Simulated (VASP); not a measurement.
# HC5 in VASP: relaxation of the atoms with PBE

Aim: the relaxation of the atoms of HC5 with PBE.

Program: VASP 6.6.1. These are calculated values, not measurements. Logs are shortened: lines on timing, memory, paths and dates and some standing lists are left out, and cuts for length are marked.

**1. Starting point**

The cell holds a slab with vacuum, 24 atoms: a = 2.522 Å, b = 5.044 Å, c = 21.850 Å, α = 90.00°, β = 90.00°, γ = 90.00°.

**2. Relaxation of the atoms, PBE**

INCAR reads:

```
SYSTEM = HC5
  ALGO = Normal
  EDIFF = 1E-6
  EDIFFG = -0.01
  ENCUT = 450
  GGA = PE
  IBRION = 2
  ISIF = 2
  ISMEAR = -1
  LASPH = .True.
  LCHARG = .False.
  LREAL = .False.
  LWAVE = .False.
  NELM = 80
  NSW = 60
  PREC = Accurate
  SIGMA = 0.05
```

KPOINTS reads:

```
k-points
0
Gamma
  8 4 1
  0 0 0
```

POSCAR reads:

```
HC5
1.0
    2.5222498885      0.0000000000      0.0000000000
    0.0000000000      5.0444997770      0.0000000000
    0.0000000000      0.0000000000     21.8497500000
C H
20 4
Direct
    0.0000000000      0.0894290741      0.6790809964
    0.0000000000      0.4105709259      0.6790809964
    0.5000000000      0.0000000000      0.6428448838
    0.5000000000      0.5000000000      0.6428448838
    0.5000000000      0.2500000000      0.6020320599
    0.5000000000      0.7500000000      0.6020320599
    0.0000000000      0.2500000000      0.5612192359
    0.0000000000      0.7500000000      0.5612192359
    0.0000000000      0.0000000000      0.5204064120
    0.0000000000      0.5000000000      0.5204064120
    0.5000000000      0.0000000000      0.4795935880
    0.5000000000      0.5000000000      0.4795935880
    0.5000000000      0.2500000000      0.4387807641
    0.5000000000      0.7500000000      0.4387807641
    0.0000000000      0.2500000000      0.3979679401
    0.0000000000      0.7500000000      0.3979679401
    0.0000000000      0.0000000000      0.3571551162
    0.0000000000      0.5000000000      0.3571551162
    0.5000000000      0.0894290741      0.3209190036
    0.5000000000      0.4105709259      0.3209190036
    0.0000000000      0.0043859541      0.7253973158
    0.0000000000      0.4956140459      0.7253973158
    0.5000000000      0.0043859541      0.2746026842
    0.5000000000      0.4956140459      0.2746026842
```

Potentials or basis: VASP PAW PBE potentials, release 64 (C, H).

Run with:

```sh
$ cat potpaw_PBE.64/C/POTCAR potpaw_PBE.64/H/POTCAR > POTCAR
$ mpirun -np 1 vasp_std > vasp.out
```

OUTCAR:

```text
SYSTEM = HC5
   EDIFF = 1E-6
   EDIFFG = -0.01
   ENCUT = 450
   GGA = PE
   IBRION = 2
   ISIF = 2
   ISMEAR = -1
   LASPH = .True.
   LREAL = .False.
   NELM = 80
   NSW = 60
   PREC = Accurate

 ion  position               nearest neighbor table
   1  0.000  0.089  0.679-  21 1.10   3 1.56   3 1.56   2 1.62
   2  0.000  0.411  0.679-  22 1.10   4 1.56   4 1.56   1 1.62
   3  0.500  0.000  0.643-   5 1.54   6 1.54   1 1.56   1 1.56
   4  0.500  0.500  0.643-   5 1.54   6 1.54   2 1.56   2 1.56
   5  0.500  0.250  0.602-   3 1.54   4 1.54   7 1.54   7 1.54
   6  0.500  0.750  0.602-   3 1.54   4 1.54   8 1.54   8 1.54
[... 12 lines left out ...]
  19  0.500  0.089  0.321-  23 1.10  17 1.56  17 1.56  20 1.62
  20  0.500  0.411  0.321-  24 1.10  18 1.56  18 1.56  19 1.62
  21  0.000  0.004  0.725-   1 1.10
  22  0.000  0.496  0.725-   2 1.10
  23  0.500  0.004  0.275-  19 1.10
  24  0.500  0.496  0.275-  20 1.10

  LATTYP: Found a simple orthorhombic cell.
 ALAT       =     2.5222498885
 B/A-ratio  =     2.0000000000
 C/A-ratio  =     8.6628014534

  Lattice vectors:

 A1 = (   2.5222498885,   0.0000000000,   0.0000000000)
 A2 = (   0.0000000000,   5.0444997770,   0.0000000000)
 A3 = (   0.0000000000,   0.0000000000,  21.8497500000)

Analysis of symmetry for initial positions (statically):
=====================================================================
 Subroutine PRICEL returns:
 Original cell was already a primitive cell.

 Routine SETGRP: Setting up the symmetry group for a
 simple orthorhombic supercell.

 Subroutine GETGRP returns: Found  8 space group operations
 (whereof  2 operations were pure point group operations)
 out of a pool of  8 trial point group operations.

The static configuration has the point symmetry C_1h.
 The point group associated with its full space group is D_2h.

Analysis of symmetry for dynamics (positions and initial velocities):
=====================================================================
 Subroutine PRICEL returns:
 Original cell was already a primitive cell.

 Routine SETGRP: Setting up the symmetry group for a
 simple orthorhombic supercell.

 Subroutine GETGRP returns: Found  8 space group operations
 (whereof  2 operations were pure point group operations)
 out of a pool of  8 trial point group operations.

The dynamic configuration has the point symmetry C_1h.
 The point group associated with its full space group is D_2h.

 Subroutine INISYM returns: Found  8 space group operations
 (whereof  2 operations are pure point group operations),
 and found     1 'primitive' translations

----------------------------------------------------------------------------------------

                                     Primitive cell

  volume of cell :     278.0051

  direct lattice vectors                    reciprocal lattice vectors
     2.522249889  0.000000000  0.000000000     0.396471422  0.000000000  0.000000000
     0.000000000  5.044499777  0.000000000     0.000000000  0.198235711  0.000000000
     0.000000000  0.000000000 21.849750000     0.000000000  0.000000000  0.045767114

  length of vectors
     2.522249889  5.044499777 21.849750000     0.396471422  0.198235711  0.045767114

  position of ions in fractional coordinates (direct lattice)
     0.000000000  0.089429074  0.679080996
     0.000000000  0.410570926  0.679080996
     0.500000000  0.000000000  0.642844884
     0.500000000  0.500000000  0.642844884
     0.500000000  0.250000000  0.602032060
     0.500000000  0.750000000  0.602032060
[... 16 lines left out ...]
     0.500000000  0.004385954  0.274602684
     0.500000000  0.495614046  0.274602684

  ion indices of the primitive-cell ions
   primitive index   ion index
                 1           1
                 2           2
                 3           3
                 4           4
                 5           5
                 6           6
[... 16 lines left out ...]
                23          23
                24          24

----------------------------------------------------------------------------------------

 KPOINTS: k-points

Automatic generation of k-mesh.
 Grid dimensions read from file:
 generate k-points for:    8    4    1

 Generating k-lattice:

  Cartesian coordinates                     Fractional coordinates (reciprocal lattice)
     0.049558928  0.000000000  0.000000000     0.125000000  0.000000000  0.000000000
     0.000000000  0.049558928  0.000000000     0.000000000  0.250000000  0.000000000
     0.000000000  0.000000000  0.045767114     0.000000000  0.000000000  1.000000000

  Length of vectors
     0.049558928  0.049558928  0.045767114

  Shift w.r.t. Gamma in fractional coordinates (k-lattice)
     0.000000000  0.000000000  0.000000000

 Subroutine IBZKPT returns following result:
 ===========================================

 Found     15 irreducible k-points:

 Following reciprocal coordinates:
            Coordinates               Weight
  0.000000  0.000000  0.000000      1.000000
  0.125000  0.000000  0.000000      2.000000
  0.250000  0.000000  0.000000      2.000000
  0.375000  0.000000  0.000000      2.000000
  0.500000  0.000000  0.000000      1.000000
  0.000000  0.250000  0.000000      2.000000
  0.125000  0.250000  0.000000      4.000000
  0.250000  0.250000  0.000000      4.000000
  0.375000  0.250000  0.000000      4.000000
  0.500000  0.250000  0.000000      2.000000
  0.000000  0.500000  0.000000      1.000000
  0.125000  0.500000  0.000000      2.000000
  0.250000  0.500000  0.000000      2.000000
  0.375000  0.500000  0.000000      2.000000
  0.500000  0.500000  0.000000      1.000000
   k-points           NKPTS =     15   k-points in BZ     NKDIM =     15   number of bands    NBANDS=     55
   number of dos      NEDOS =    301   number of ions     NIONS =     24
   total plane-waves  NPLWV = 103680
   dimension x,y,z NGX =    18 NGY =   36 NGZ =  160
   dimension x,y,z NGXF=    36 NGYF=   72 NGZF=  320
   ions per type =              20   4
   NGX,Y,Z   is equivalent  to a cutoff of  11.86, 11.86, 12.17 a.u.
   NGXF,Y,Z  is equivalent  to a cutoff of  23.73, 23.73, 24.35 a.u.
 SYSTEM =  HC5
   PREC   = accura    normal or accurate (medium, high low for compatibility)
   ISTART =      0    job   : 0-new  1-cont  2-samecut
   ICHARG =      2    charge: 1-file 2-atom 10-const
   ISPIN  =      1    spin polarized calculation?
   LNONCOLLINEAR =      F non collinear calculations
   LSORBIT =      F    spin-orbit coupling
   LASPH  =      T    aspherical Exc in radial PAW
   ENCUT  =  450.0 eV  33.07 Ry    5.75 a.u.   4.36  8.73 37.79*2*pi/ulx,y,z
   NELM   =     80;   NELMIN=  2; NELMDL= -5     # of ELM steps
   EDIFF  = 0.1E-05   stopping-criterion for ELM
   LREAL  =      F    real-space projection
   EDIFFG = -.1E-01   stopping-criterion for IOM
   NSW    =     60    number of steps for IOM
   IBRION =      2    ionic relax: 0-MD 1-quasi-New 2-CG
   NFREE  =      1    steps in history (QN), initial steepest desc. (CG)
   ISIF   =      2    stress and relaxation
   ISYM   =      2    0-nonsym 1-usesym 2-fastsym
   POTIM  = 0.5000    time-step for ionic-motion
   TEBEG  =    0.0;   TEEND  =   0.0 temperature during run
   PSTRESS=    0.0 pullay stress
   NELECT =      84.0000    total number of electrons
   NUPDOWN=      -1.0000    fix difference up-down
   EMIN   =  10.00;   EMAX   =-10.00  energy-range for DOS
   EFERMI =   0.00;   METHOD = LEGACY
   ISMEAR =    -1;   SIGMA  =   0.05  broadening in eV -4-tet -1-fermi 0-gaus
   EFERMI_NEDOS =   21; number of points for ismear=-14 and -15
   IALGO  =     38    algorithm
   IMIX   =      4    mixing-type and parameters
     AMIX     =   0.40;   BMIX     =  1.00
     AMIX_MAG =   1.60;   BMIX_MAG =  1.00
  volume/ion in A,a.u.               =      11.58        78.17
  Fermi-wavevector in a.u.,A,eV,Ry     =   1.098543  2.075945 16.419464  1.206797
  Thomas-Fermi vector in A             =   2.234922
   LORBIT       =      0    0 simple, 1 ext, 2 COOP (PROOUT), +10 PAW based schemes
   GGA     = PE    functional components
   LHFCALC =     F    Hartree Fock is set to
   AEXX    =    0.0000 exact exchange contribution
   IVDW    =     0    specifies the selected vdW correction
   LEPSILON=     F    determine dielectric tensor
   LRPA    =     F    only Hartree local field effects (RPA)
 conjugate gradient relaxation of ions
 non-spin polarized calculation
  energy-cutoff  :      450.00
  volume of cell :      278.01
 maximum number of plane-waves:      6075
 NGX is ok and might be reduce to    18
   NGX =  9   NGY = 17   NGZ = 75

--------------------------------------- Ionic step        1  -------------------------------------------

 number of electron      83.9999984 magnetization

 Free energy of the ion-electron system (eV)
  ---------------------------------------------------
  ext. energy  EPLUGINS =         0.00000000
  ---------------------------------------------------
  free energy    TOTEN  =      -194.13239140 eV

  energy without entropy =     -194.13239140  energy(sigma->0) =     -194.13239140

------------------------ aborting loop because EDIFF is reached ----------------------------------------

  FORCE on cell =-STRESS in cart. coord.  units (eV):
  Direction    XX          YY          ZZ          XY          YZ          ZX
  --------------------------------------------------------------------------------------
  -------------------------------------------------------------------------------------
  Total        4.7113813    -13.1861633      7.9122883     -0.0000000     -0.0000000      0.0000000
  in kB       27.1522701    -75.9934815     45.5994908     -0.0000000     -0.0000000      0.0000000
  external PRESSURE =      -1.0805735 kB  Pullay stress =       0.0000000 kB
[... 155 lines left out ...]
  FREE ENERGIE OF THE ION-ELECTRON SYSTEM (eV)
  ---------------------------------------------------
  free  energy   TOTEN  =      -195.1306272359 eV

  energy  without entropy=     -195.1306272359  energy(sigma->0) =     -195.13062724

[... ionic steps 4 to 17 ...]

--------------------------------------- Ionic step       18  -------------------------------------------

 number of electron      84.0000001 magnetization

------------------------ aborting loop because EDIFF is reached ----------------------------------------

  FORCE on cell =-STRESS in cart. coord.  units (eV):
  Direction    XX          YY          ZZ          XY          YZ          ZX
  --------------------------------------------------------------------------------------
  -------------------------------------------------------------------------------------
  Total        2.3500397     -7.3545329     -0.7503861      0.0000000      0.0000000      0.0000000
  in kB       13.5435678    -42.3850779     -4.3245674      0.0000000      0.0000000      0.0000000
  external PRESSURE =     -11.0553592 kB  Pullay stress =       0.0000000 kB
[... 101 lines left out ...]
  energy  without entropy=     -195.4191570603  energy(sigma->0) =     -195.41915706

--------------------------------------- Ionic step       20  -------------------------------------------

 number of electron      84.0000001 magnetization

 Free energy of the ion-electron system (eV)
  ---------------------------------------------------
  ext. energy  EPLUGINS =         0.00000000
  ---------------------------------------------------
  free energy    TOTEN  =      -195.41916510 eV

  energy without entropy =     -195.41916510  energy(sigma->0) =     -195.41916510

 E-fermi :   2.5110     XC(G=0):  -6.6798

 val. band max:        1.4166031616   @ k =   0.0000   0.0000   0.0000
 cond. band min:       4.6448487455   @ k =   0.0000   0.0000   0.0000
 fundamental gap:      3.2282455838
 Fermi energy:         2.5110064599

 k-point     1 :       0.0000    0.0000    0.0000
  band No.  band energies     occupation
      1     -19.0452      2.00000
      2     -18.2940      2.00000
      3     -16.9919      2.00000
      4     -15.1342      2.00000
      5     -14.5137      2.00000
      6     -14.4823      2.00000
[... 844 lines left out ...]
     53       9.8374      0.00000
     54       9.8374      0.00000
 [bands above 54 left out]

------------------------ aborting loop because EDIFF is reached ----------------------------------------

  FORCE on cell =-STRESS in cart. coord.  units (eV):
  Direction    XX          YY          ZZ          XY          YZ          ZX
  --------------------------------------------------------------------------------------
  -------------------------------------------------------------------------------------
  Total        2.3466877     -7.3660000     -0.7821935      0.0000000     -0.0000000      0.0000000
  in kB       13.5242502    -42.4511644     -4.5078772      0.0000000     -0.0000000      0.0000000
  external PRESSURE =     -11.1449305 kB  Pullay stress =       0.0000000 kB
[... 39 lines left out ...]
  FREE ENERGIE OF THE ION-ELECTRON SYSTEM (eV)
  ---------------------------------------------------
  free  energy   TOTEN  =      -195.4191650999 eV

  energy  without entropy=     -195.4191650999  energy(sigma->0) =     -195.41916510

 reached required accuracy - stopping structural energy minimisation
```

It took 36 min on 1 thread of Intel Xeon Platinum 8488C (Sapphire Rapids), shared host; peak memory 0.37 GiB.

Results:

```
Free energy                  : -195.4192 eV
Energy gained by relaxing    : 53.6 meV/atom
Ionic steps                  : 20
Largest force after relaxing : 0.006 eV/Å
Band gap on the k mesh       : 3.23 eV, direct
```

Forces on the atoms (eV/Å):
```
C    0.000  0.002  0.003
C    0.000 -0.002  0.003
C    0.000 -0.001  0.000
C    0.000  0.001  0.000
C    0.000  0.000 -0.002
C    0.000  0.000 -0.004
C    0.000  0.000  0.000
C    0.000  0.000  0.004
C    0.000  0.001 -0.001
C    0.000 -0.001 -0.001
C    0.000  0.001  0.001
C    0.000 -0.001  0.001
C    0.000  0.000  0.000
C    0.000  0.000 -0.004
C    0.000  0.000  0.002
C    0.000  0.000  0.004
C    0.000 -0.001  0.000
C    0.000  0.001  0.000
C    0.000  0.002 -0.003
C    0.000 -0.002 -0.003
H    0.000  0.006 -0.001
H    0.000 -0.006 -0.001
H    0.000  0.006  0.001
H    0.000 -0.006  0.001
```

Step by step:
| step | energy change (eV) | largest force (eV/Å) | pressure (GPa) |
| --- | --- | --- | --- |
| 1 | 0.0000 | 3.7164 | -0.11 |
| 2 | 0.6619 | 4.6862 | 1.91 |
| 3 | -0.9982 | 1.5668 | 0.37 |
| 4 | -1.1774 | 1.0566 | -0.37 |
| 5 | -1.2062 | 0.7622 | -0.21 |
| 6 | -1.2253 | 1.1369 | -0.82 |
| 7 | -1.2677 | 0.2923 | -0.59 |
| 8 | -1.2790 | 0.1912 | -0.55 |
| 9 | -1.2802 | 0.1407 | -0.56 |
| 10 | -1.2825 | 0.0994 | -0.57 |
| 11 | -1.2826 | 0.0897 | -0.57 |
| 12 | -1.2838 | 0.0734 | -0.65 |
| 13 | -1.2838 | 0.0659 | -0.64 |
| 14 | -1.2849 | 0.0487 | -0.73 |
| 15 | -1.2859 | 0.0676 | -0.91 |
| 16 | -1.2865 | 0.0410 | -1.02 |
| 17 | -1.2866 | 0.0464 | -1.05 |
| 18 | -1.2868 | 0.0109 | -1.11 |
| 19 | -1.2868 | 0.0101 | -1.11 |
| 20 | -1.2868 | 0.0063 | -1.11 |

Final structure:
```
C H
1.0
     2.52225    0.00000    0.00000
     0.00000    5.04450    0.00000
     0.00000    0.00000   21.84975
C H
20 4
Cartesian
  0.0000 0.4508 14.8735
  0.0000 2.0715 14.8735
  1.2611 0.0902 14.0622
  1.2611 2.4320 14.0622
  1.2611 1.2611 13.0618
  1.2611 3.7834 13.2570
  0.0000 1.2611 12.2041
  0.0000 3.7834 12.3293
  2.5222 5.0134 11.3717
  0.0000 2.5534 11.3717
  1.2611 5.0134 10.4780
  1.2611 2.5534 10.4780
  1.2611 1.2611 9.6457
  1.2611 3.7834 9.5205
  0.0000 1.2611 8.7879
  0.0000 3.7834 8.5928
  0.0000 0.0902 7.7876
  0.0000 2.4320 7.7876
  1.2611 0.4508 6.9762
  1.2611 2.0715 6.9762
  2.5222 0.0186 15.8864
  0.0000 2.5036 15.8864
  1.2611 0.0186 5.9633
  1.2611 2.5036 5.9633
```

Levels at points of the mesh, in eV from the valence-band top:
```csv
k point,band 39,band 40,band 41,band 42,band 43,band 44,band 45,band 46
"(0.00, 0.00, 0.00)",-1.40,-0.35,-0.12,0.00,3.23,3.33,4.58,5.08
"(0.50, 0.00, 0.00)",-2.11,-2.11,-1.91,-1.91,6.13,6.13,6.51,6.51
"(0.00, 0.50, 0.00)",-0.96,-0.78,-0.51,-0.12,4.41,4.47,4.67,4.78
"(0.50, 0.50, 0.00)",-3.95,-3.95,-3.66,-3.66,6.03,6.03,6.61,6.61
```

Caveat: the cutoff is under 1.25 times the usual one of these potentials, so pressure, stress and relaxed cells hold a basis-set (Pulay) error. PBE gaps usually lie below the measured ones, often by a third to a half.
